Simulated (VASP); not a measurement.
# TePb (Fm-3m) in VASP: single point with LDA

Aim: the single point of TePb with LDA.

All numbers are computed with VASP 6.6.1; they aren't measurements. Logs are shortened: lines on timing, memory, paths and dates and some standing lists are left out, and cuts for length are marked.

**Measured values to compare with.**

From a printed reference work, monograph, for a bulk crystal of TePb at 4.2 K: band gap 0.19 eV (direct).

The results are compared with them further down.

## Step 1: The cell of the first run

The structure is cubic, space group Fm-3m (No. 225). The conventional cell has a = 6.462 Å, b = 6.462 Å, c = 6.462 Å, α = 90.00°, β = 90.00°, γ = 90.00°. Within 4.3 Å of Te (site symmetry m-3m) lie 6 Pb at 3.23 Å. Within 4.3 Å of Pb (site symmetry m-3m) lie 6 Te at 3.23 Å.

## Step 2: Single point, LDA

The input, INCAR:

```
SYSTEM = TePb
ALGO = Normal
EDIFF = 1E-7
ENCUT = 520
ISIF = 2
ISMEAR = -1
LASPH = .True.
LCHARG = .False.
LREAL = .False.
LWAVE = .False.
NBANDS = 17
NELM = 100
PREC = Accurate
SIGMA = 0.15
```

The input, KPOINTS:

```
k-points
0
Gamma
  6 6 6
  0 0 0
```

The input, POSCAR:

```
TePb
1.0
    0.0000000000      3.2310000000      3.2310000000
    3.2310000000      0.0000000000      3.2310000000
    3.2310000000      3.2310000000      0.0000000000
Te Pb
1 1
Direct
    0.5000000000      0.5000000000      0.5000000000
    0.0000000000      0.0000000000      0.0000000000
```

Potentials or basis: VASP PAW LDA potentials, release 64 (Te, Pb_d).

Command:

```bash
$ cat potpaw_LDA.64/Te/POTCAR potpaw_LDA.64/Pb_d/POTCAR > POTCAR
$ mpirun -np 1 vasp_std > vasp.out
```

OUTCAR:

```text
SYSTEM = TePb
   EDIFF = 1E-7
   ENCUT = 520
   ISIF = 2
   ISMEAR = -1
   LASPH = .True.
   LREAL = .False.
   NELM = 100
   PREC = Accurate

 ion  position               nearest neighbor table
   1  0.500  0.500  0.500-   2 3.23   2 3.23   2 3.23   2 3.23   2 3.23   2 3.23
   2  0.000  0.000  0.000-   1 3.23   1 3.23   1 3.23   1 3.23   1 3.23   1 3.23

  LATTYP: Found a face centered cubic cell.
 ALAT       =     6.4620000000

  Lattice vectors:

 A1 = (   0.0000000000,   3.2310000000,   3.2310000000)
 A2 = (   3.2310000000,   0.0000000000,   3.2310000000)
 A3 = (   3.2310000000,   3.2310000000,   0.0000000000)

Analysis of symmetry for initial positions (statically):
=====================================================================
 Subroutine PRICEL returns:
 Original cell was already a primitive cell.

 Routine SETGRP: Setting up the symmetry group for a
 face centered cubic supercell.

 Subroutine GETGRP returns: Found 48 space group operations
 (whereof 48 operations were pure point group operations)
 out of a pool of 48 trial point group operations.

The static configuration has the point symmetry O_h .

Analysis of symmetry for dynamics (positions and initial velocities):
=====================================================================
 Subroutine PRICEL returns:
 Original cell was already a primitive cell.

 Routine SETGRP: Setting up the symmetry group for a
 face centered cubic supercell.

 Subroutine GETGRP returns: Found 48 space group operations
 (whereof 48 operations were pure point group operations)
 out of a pool of 48 trial point group operations.

The dynamic configuration has the point symmetry O_h .

 Subroutine INISYM returns: Found 48 space group operations
 (whereof 48 operations are pure point group operations),
 and found     1 'primitive' translations

----------------------------------------------------------------------------------------

                                     Primitive cell

  volume of cell :      67.4592

  direct lattice vectors                    reciprocal lattice vectors
     0.000000000  3.231000000  3.231000000    -0.154750851  0.154750851  0.154750851
     3.231000000  0.000000000  3.231000000     0.154750851 -0.154750851  0.154750851
     3.231000000  3.231000000  0.000000000     0.154750851  0.154750851 -0.154750851

  length of vectors
     4.569324020  4.569324020  4.569324020     0.268036337  0.268036337  0.268036337

  position of ions in fractional coordinates (direct lattice)
     0.500000000  0.500000000  0.500000000
     0.000000000  0.000000000  0.000000000

  ion indices of the primitive-cell ions
   primitive index   ion index
                 1           1
                 2           2

----------------------------------------------------------------------------------------

 KPOINTS: k-points

Automatic generation of k-mesh.
 Grid dimensions read from file:
 generate k-points for:    6    6    6

 Generating k-lattice:

  Cartesian coordinates                     Fractional coordinates (reciprocal lattice)
    -0.025791809  0.025791809  0.025791809     0.166666667  0.000000000  0.000000000
     0.025791809 -0.025791809  0.025791809     0.000000000  0.166666667  0.000000000
     0.025791809  0.025791809 -0.025791809     0.000000000  0.000000000  0.166666667

  Length of vectors
     0.044672723  0.044672723  0.044672723

  Shift w.r.t. Gamma in fractional coordinates (k-lattice)
     0.000000000  0.000000000  0.000000000

 Subroutine IBZKPT returns following result:
 ===========================================

 Found     16 irreducible k-points:

 Following reciprocal coordinates:
            Coordinates               Weight
  0.000000  0.000000  0.000000      1.000000
  0.166667  0.000000  0.000000      8.000000
  0.333333  0.000000  0.000000      8.000000
  0.500000  0.000000  0.000000      4.000000
  0.166667  0.166667  0.000000      6.000000
  0.333333  0.166667  0.000000     24.000000
[... 8 lines left out ...]
 -0.333333  0.333333  0.166667     24.000000
 -0.333333  0.500000  0.166667     12.000000
   k-points           NKPTS =     16   k-points in BZ     NKDIM =     16   number of bands    NBANDS=     17
   number of dos      NEDOS =    301   number of ions     NIONS =      2
   total plane-waves  NPLWV =  46656
   dimension x,y,z NGX =    36 NGY =   36 NGZ =   36
   dimension x,y,z NGXF=    72 NGYF=   72 NGZF=   72
   ions per type =               1   1
   NGX,Y,Z   is equivalent  to a cutoff of  13.10, 13.10, 13.10 a.u.
   NGXF,Y,Z  is equivalent  to a cutoff of  26.20, 26.20, 26.20 a.u.
 SYSTEM =  TePb
   PREC   = accura    normal or accurate (medium, high low for compatibility)
   ISTART =      0    job   : 0-new  1-cont  2-samecut
   ICHARG =      2    charge: 1-file 2-atom 10-const
   ISPIN  =      1    spin polarized calculation?
   LNONCOLLINEAR =      F non collinear calculations
   LSORBIT =      F    spin-orbit coupling
   LASPH  =      T    aspherical Exc in radial PAW
   ENCUT  =  520.0 eV  38.22 Ry    6.18 a.u.   8.50  8.50  8.50*2*pi/ulx,y,z
   NELM   =    100;   NELMIN=  2; NELMDL= -5     # of ELM steps
   EDIFF  = 0.1E-06   stopping-criterion for ELM
   LREAL  =      F    real-space projection
   EDIFFG = 0.1E-05   stopping-criterion for IOM
   NSW    =      0    number of steps for IOM
   IBRION =     -1    ionic relax: 0-MD 1-quasi-New 2-CG
   NFREE  =      0    steps in history (QN), initial steepest desc. (CG)
   ISIF   =      2    stress and relaxation
   ISYM   =      2    0-nonsym 1-usesym 2-fastsym
   POTIM  = 0.5000    time-step for ionic-motion
   TEBEG  =    0.0;   TEEND  =   0.0 temperature during run
   PSTRESS=    0.0 pullay stress
   NELECT =      20.0000    total number of electrons
   NUPDOWN=      -1.0000    fix difference up-down
   EMIN   =  10.00;   EMAX   =-10.00  energy-range for DOS
   EFERMI =   0.00;   METHOD = LEGACY
   ISMEAR =    -1;   SIGMA  =   0.15  broadening in eV -4-tet -1-fermi 0-gaus
   EFERMI_NEDOS =   21; number of points for ismear=-14 and -15
   IALGO  =     38    algorithm
   IMIX   =      4    mixing-type and parameters
     AMIX     =   0.40;   BMIX     =  1.00
     AMIX_MAG =   1.60;   BMIX_MAG =  1.00
  volume/ion in A,a.u.               =      33.73       227.62
  Fermi-wavevector in a.u.,A,eV,Ry     =   1.091619  2.062861 16.213147  1.191633
  Thomas-Fermi vector in A             =   2.227868
   LORBIT       =      0    0 simple, 1 ext, 2 COOP (PROOUT), +10 PAW based schemes
   GGA     = CA    functional components
   LHFCALC =     F    Hartree Fock is set to
   AEXX    =    0.0000 exact exchange contribution
   IVDW    =     0    specifies the selected vdW correction
   LEPSILON=     F    determine dielectric tensor
   LRPA    =     F    only Hartree local field effects (RPA)
 non-spin polarized calculation
  energy-cutoff  :      520.00
  volume of cell :       67.46
 maximum number of plane-waves:      1853
 NGX is ok and might be reduce to    36
   NGX = 17   NGY = 17   NGZ = 17

 number of electron      20.0000003 magnetization

 Free energy of the ion-electron system (eV)
  ---------------------------------------------------
  ext. energy  EPLUGINS =         0.00000000
  ---------------------------------------------------
  free energy    TOTEN  =        -8.76596477 eV

  energy without entropy =       -8.75673857  energy(sigma->0) =       -8.76135167

 E-fermi :   5.8010     XC(G=0):  -9.5755

 val. band max:        5.4097837674   @ k =   0.5000   0.0000   0.0000
 cond. band min:       6.0470098246   @ k =   0.5000   0.0000   0.0000
 fundamental gap:      0.6372260572
 Fermi energy:         5.8009641039

 k-point     1 :       0.0000    0.0000    0.0000
  band No.  band energies     occupation
      1     -11.2552      2.00000
      2     -11.2552      2.00000
      3     -11.2413      2.00000
      4     -11.2413      2.00000
      5     -11.2413      2.00000
      6      -6.6427      2.00000
[... 9 lines left out ...]
     16      11.1940      0.00000
     17      12.6836      0.00000

 k-point     2 :       0.1667    0.0000    0.0000
  band No.  band energies     occupation
      1     -11.2584      2.00000
      2     -11.2584      2.00000
      3     -11.2406      2.00000
      4     -11.2374      2.00000
      5     -11.2374      2.00000
      6      -6.4065      2.00000
[... 9 lines left out ...]
     16      11.6982      0.00000
     17      14.3372      0.00000

 k-point     3 :       0.3333    0.0000    0.0000
  band No.  band energies     occupation
      1     -11.2661      2.00000
      2     -11.2661      2.00000
      3     -11.2395      2.00000
      4     -11.2286      2.00000
      5     -11.2286      2.00000
      6      -5.7618      2.00000
[... 9 lines left out ...]
     16      13.0515      0.00000
     17      16.3184      0.00000

 k-point     4 :       0.5000    0.0000    0.0000
  band No.  band energies     occupation
      1     -11.2700      2.00000
      2     -11.2700      2.00000
      3     -11.2390      2.00000
      4     -11.2239      2.00000
      5     -11.2239      2.00000
      6      -5.2096      2.00000
[... 9 lines left out ...]
     16      14.6347      0.00000
     17      14.6347      0.00000
[... 183 lines left out ...]
      1     -11.2892      2.00000
      2     -11.2569      2.00000
      3     -11.2412      2.00000
      4     -11.2258      2.00000
      5     -11.2220      2.00000
      6      -5.2940      2.00000
[... 9 lines left out ...]
     16      14.4370      0.00000
     17      14.9407      0.00000

 k-point    15 :      -0.3333    0.3333    0.1667
  band No.  band energies     occupation
      1     -11.2924      2.00000
      2     -11.2598      2.00000
      3     -11.2341      2.00000
      4     -11.2316      2.00000
      5     -11.2182      2.00000
      6      -4.9142      2.00000
[... 9 lines left out ...]
     16      15.6369      0.00000
     17      15.7989      0.00000

 k-point    16 :      -0.3333    0.5000    0.1667
  band No.  band energies     occupation
      1     -11.3058      2.00000
      2     -11.2527      2.00000
      3     -11.2427      2.00000
      4     -11.2243      2.00000
      5     -11.2146      2.00000
      6      -4.8481      2.00000
[... 9 lines left out ...]
     16      16.1014      0.00000
     17      16.9101      0.00000

------------------------ aborting loop because EDIFF is reached ----------------------------------------

  FORCE on cell =-STRESS in cart. coord.  units (eV):
  Direction    XX          YY          ZZ          XY          YZ          ZX
  --------------------------------------------------------------------------------------
  -------------------------------------------------------------------------------------
  Total       -0.6991748     -0.6991748     -0.6991748      0.0000000      0.0000000     -0.0000000
  in kB      -16.6056344    -16.6056344    -16.6056344      0.0000000      0.0000000     -0.0000000
  external PRESSURE =     -16.6056344 kB  Pullay stress =       0.0000000 kB

 VOLUME and BASIS-vectors are now :
 -----------------------------------------------------------------------------
  energy-cutoff  :      520.00
  volume of cell :       67.46
      direct lattice vectors                 reciprocal lattice vectors
     0.000000000  3.231000000  3.231000000    -0.154750851  0.154750851  0.154750851
     3.231000000  0.000000000  3.231000000     0.154750851 -0.154750851  0.154750851
     3.231000000  3.231000000  0.000000000     0.154750851  0.154750851 -0.154750851

 POSITION                                       TOTAL-FORCE (eV/Angst)
 -----------------------------------------------------------------------------------
      3.23100      3.23100      3.23100         0.000000      0.000000     -0.000000
      0.00000      0.00000      0.00000         0.000000     -0.000000      0.000000
 -----------------------------------------------------------------------------------
    total drift:                               -0.000000      0.000000      0.000000

  FREE ENERGIE OF THE ION-ELECTRON SYSTEM (eV)
  ---------------------------------------------------
  free  energy   TOTEN  =        -8.7659647695 eV

  energy  without entropy=       -8.7567385652  energy(sigma->0) =       -8.76135167
```

Run time: 14 s. Hardware: 1 thread of AMD EPYC 9R45 (Zen 5), shared host; peak memory 0.14 GiB.

What came out:

| Quantity | Value |
| --- | --- |
| Free energy | -8.7660 eV |
| Pressure | -1.7 GPa |
| Band gap on the k mesh | 0.64 eV, direct |

Caveat: spin-orbit coupling is left out, which moves the levels of the heavy elements.

## Step 3: How close it comes

Step 2. Against the measured gap of TePb, 0.19 eV (direct; 4.2 K; a printed reference work, monograph), the calculated 0.64 eV is off by +0.45 eV. Spin-orbit coupling on Pb, Te is left out. The value is that of LDA on a finite k mesh, which can miss the band edges, without temperature or zero-point motion.
